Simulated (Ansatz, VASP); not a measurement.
Os: VASP beside Ansatz

```
Os
1.0
     0.00000    1.91293    1.91293
     1.91293    0.00000    1.91293
     1.91293    1.91293    0.00000
Os
1
Direct
  0.00000 0.00000 0.00000
```

This isn't the form of Os at room conditions, which is hcp.

Alike in both runs: task relaxation of cell and atoms; functional r2SCAN; k mesh 18 × 18 × 18; occupations gaussian, width 0.1 eV; no spin polarisation.

```csv
,VASP,Ansatz
version,VASP 6.6.1,Ansatz 0.2.0
potentials or method,"VASP PAW PBE potentials, release 64 (Os)","scalar-relativistic, plane waves, PAW"
plane-wave cutoff (eV),600,500
valence electrons in the cell,8,16
```

VASP gave:

* gap on the k mesh at the Fermi level, each at its own relaxed structure (eV): none
* relaxed volume (Å³/atom): 14.10
* relaxed cell length with the largest relative difference (Å): 2.712
* energy change over the relaxation (meV/atom): -1

**Question.** Estimate Ansatz's values.

**Answer.** gap on the k mesh at the Fermi level, each at its own relaxed structure (eV): none; relaxed volume (Å³/atom): 14.07; relaxed cell length with the largest relative difference (Å): 2.710; energy change over the relaxation (meV/atom): 0.

A gap of «none» marks a metal or a gap that the smearing closes. The two sets of potentials don't hold the same shells in valence.

Caveats: the PAW data sets were made with another functional, which shifts forces and pressure a little (VASP). The runs have no spin-orbit coupling, so splittings on Os are missing.
